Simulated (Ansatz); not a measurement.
# As: the cost of one run

Program: Ansatz 0.2.0. Level of theory: DFT PBE, scalar-relativistic, plane waves, PAW. These are calculated values, not measurements.

### Step 1. Starting point

The structure is tetragonal, space group I4/mmm (No. 139). Conventional cell: a = 3.001 Å, b = 3.001 Å, c = 4.566 Å, α = 90.00°, β = 90.00°, γ = 90.00°. Around As (site symmetry 4/mmm) lie 12 As at 3.00 to 3.12 Å.

Structure file:

```cif
data_structure
_symmetry_space_group_name_H-M 'P 1'
_symmetry_Int_Tables_number 1
_cell_length_a 3.1170
_cell_length_b 3.1170
_cell_length_c 3.1170
_cell_angle_alpha 122.442
_cell_angle_beta 122.442
_cell_angle_gamma 85.820
_cell_volume 20.56
loop_
_atom_site_label
_atom_site_type_symbol
_atom_site_fract_x
_atom_site_fract_y
_atom_site_fract_z
_atom_site_occupancy
As1 As 0.00000 0.00000 0.00000 1
```

This is candidate A: indium (bct) type (I4/mmm, No. 139).

(A quick probe on a coarse mesh, which set the mesh and smearing, is not shown.)

### Step 3. Coarse relaxation (candidate A)

input.yaml reads:

```yaml
crystal:
  lattice:
    - [-1.5006253105, 1.5006253105, 2.2829824967]
    - [1.5006253105, -1.5006253105, 2.2829824967]
    - [1.5006253105, 1.5006253105, -2.2829824967]
  atoms:
    - { symbol: As, position: [0.0, 0.0, 0.0] }
basis:
  ecutwfc: 420
kpoints:
  mp_grid: { grid: [8, 8, 8] }
hamiltonian:
  xc: pbe
scf:
  occupations: { method: gaussian, width: 0.1 }
  lower_state_search: "off"
output:
  forces: true
  stress: true
  eigenvalues: true
relax:
  adjacent_minimum: "off"
  f_tol: 0.04
  max_steps: 70
  cell: { stress_tol: 0.4 }
```

Q: Estimate wall time and peak memory on 1 thread of an x86-64 CPU, shared host.

About 15 s, with a peak of 0.34 GiB.
